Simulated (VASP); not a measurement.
A run of VASP 6.6.1:

File INCAR:

```
SYSTEM = TePb
PREC     = Accurate       ! precision mode
ENCUT    = 600            ! plane-wave cutoff, eV
EDIFF    = 1E-7           ! SCF threshold, eV
ISMEAR   = -1             ! smearing method
SIGMA    = 0.05           ! smearing width, eV
LREAL    = .False.        ! projectors in reciprocal space
LASPH    = .True.         ! aspherical terms in the spheres
NELM     = 80             ! most SCF steps
ALGO     = Normal         ! electronic algorithm
ISIF     = 3              ! what is computed and relaxed
LWAVE    = .False.        ! write WAVECAR
LCHARG   = .False.        ! write CHGCAR
GGA      = MK             ! functional
LUSE_VDW = .True.       
AGGAC    = 0.0          
PARAM1   = 0.1234       
PARAM2   = 1.0          
IBRION   = 2              ! ionic algorithm
NSW      = 40             ! ionic steps
EDIFFG   = -0.01          ! ionic threshold
```

KPOINTS

```
Automatic mesh
0
Gamma
  7 7 7
  0 0 0
```

File POSCAR:

```
TePb
1.0
    0.0000000000      3.2310000000      3.2310000000
    3.2310000000      0.0000000000      3.2310000000
    3.2310000000      3.2310000000      0.0000000000
Pb Te
1 1
Direct
    0.0000000000      0.0000000000      0.0000000000
    0.5000000000      0.5000000000      0.5000000000
```

Potentials or basis: VASP PAW PBE potentials, release 64 (Pb_d, Te).

Run with:

```sh
$ cat potpaw_PBE.64/Pb_d/POTCAR potpaw_PBE.64/Te/POTCAR > POTCAR
$ mpirun -np 1 vasp_std > vasp.out
```

Hardware: 1 thread of AMD EPYC 9R45 96-Core Processor (Zen 5), on a shared host.

Problem. Estimate the wall time of this run.

Solution. Wall time 2.7 min on 1 thread of AMD EPYC 9R45 96-Core Processor (Zen 5), with other jobs on the host, peak memory 0.55 GiB. Counts: scf iterations 32, k points 20, ion steps 3.
